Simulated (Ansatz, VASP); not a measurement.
**ZnCu: VASP beside Ansatz**

Contents of INCAR:

```
  PREC = Accurate
  ENCUT = 520
  EDIFF = 1E-7
  ISMEAR = -1
  SIGMA = 0.05
  LREAL = False
  LASPH = True
  NELM = 100
  ALGO = Normal
  ISIF = 2
  LWAVE = False
  LCHARG = True
  GGA = PE
  LELF = True
  LVHAR = True
  NBANDS = 18
```

The input KPOINTS:

```
regular mesh
0
Gamma
  5 5 5
```

POSCAR

```
ZnCu
1.0
    2.9450000000      0.0000000000      0.0000000000
    0.0000000000      2.9450000000      0.0000000000
    0.0000000000      0.0000000000      2.9450000000
Zn Cu
1 1
Direct
    0.5000000000      0.5000000000      0.5000000000
    0.0000000000      0.0000000000      0.0000000000
```

File input.yaml:

```yaml
crystal:
  lattice:
    - [2.945, 0.0, 0.0]
    - [0.0, 2.945, 0.0]
    - [0.0, 0.0, 2.945]
  atoms:
    - { symbol: Zn, position: [0.5, 0.5, 0.5] }
    - { symbol: Cu, position: [0.0, 0.0, 0.0] }
hamiltonian:
  xc: pbe
  pseudopotentials: { kind: paw }
kpoints:
  mp_grid: { grid: [5, 5, 5] }
  band_path:
    path:
      - [[0.0, 0.0, 0.0], [0.0, 0.5, 0.0], [0.5, 0.5, 0.0], [0.0, 0.0, 0.0], [0.5, 0.5, 0.5], [0.0, 0.5, 0.0]]
      - [[0.5, 0.5, 0.0], [0.5, 0.5, 0.5]]
    npoints: 14
scf:
  occupations: { method: fermi_dirac, width: 0.05 }
  n_extra_bands: 6
output:
  forces: true
  stress: true
  eigenvalues: true
  fatbands: false
```

Alike in both runs: functional PBE; k mesh 5 × 5 × 5; occupations fermi-dirac, width 0.05 eV; no spin polarisation.

```csv
,VASP,Ansatz
version,VASP 6.6.1,Ansatz 0.2.0
potentials or method,"VASP PAW PBE potentials, release 64 (Zn, Cu)",Ansatz PAW
plane-wave cutoff (eV),520,420
valence electrons in the cell,23,31
task,single point,band structure
```

```csv
,VASP,Ansatz,Ansatz less VASP
gap on the k mesh at the Fermi level (eV),none,none,-
pressure (GPa),3.5,3.0,-0.55
```

A gap of «none» marks a metal or a gap that the smearing closes. With one functional, cell and mesh, what is left measures potentials, basis and numerics. The two sets of potentials don't hold the same shells in valence.

Caveats: the k mesh is coarse (spacing up to 0.43 Å⁻¹), so the values aren't converged.
